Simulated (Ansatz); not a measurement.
# Fitting the rPW86-PBE+rVV10 energy curve of Si

```cif
data_structure
_symmetry_space_group_name_H-M 'Fd-3m:1'
_symmetry_Int_Tables_number 227
_cell_length_a 5.4437
_cell_length_b 5.4437
_cell_length_c 5.4437
_cell_angle_alpha 90.000
_cell_angle_beta 90.000
_cell_angle_gamma 90.000
_cell_volume 161.32
loop_
_atom_site_label
_atom_site_type_symbol
_atom_site_symmetry_multiplicity
_atom_site_Wyckoff_symbol
_atom_site_fract_x
_atom_site_fract_y
_atom_site_fract_z
_atom_site_occupancy
Si1 Si 8 a 0.50000 0.00000 0.50000 1
```

The cell was scaled at fixed shape and fractions and run with Ansatz, Ansatz PAW, cutoff 420 eV; rPW86-PBE+rVV10, k mesh 8 × 8 × 8 on the cell of 2 atoms, fermi-dirac occupations of 0.05 eV, no spin polarisation, no spin-orbit coupling. The potentials were made for PBE. Energies are those that the program minimises, any entropy of the smearing included.

```tsv
V (Å³/atom)	energy over the lowest row (meV/atom)
18.9549	42.73
19.3582	23.69
19.7615	10.60
20.1648	2.88
20.5681	0.00
20.9714	?
21.3746	6.89
```

Fit the third-order Birch-Murnaghan form, give V0, B0 and B′, and predict the energy left open.

With y = (V0/V)^(2/3), E = E0 + (9 V0 B0/16) [(y - 1)³ B′ + (y - 1)² (6 - 4y)]. Least squares through the rows shown give V0 = 20.6266 Å³/atom, E0 = -0.05 meV, B0 = 87.24 GPa (1 eV/Å³ = 160.218 GPa) and B′ = 4.27, with a largest miss of 0.00 meV. At V = 20.9714 the form with these constants gives 1.47 meV; the run gave 1.48 meV an atom. Measured volume: 20.02 Å³/atom at 293.15 K (arxiv:1010.2317), so the fit lies +3.0 % from it. The runs are for a static lattice.
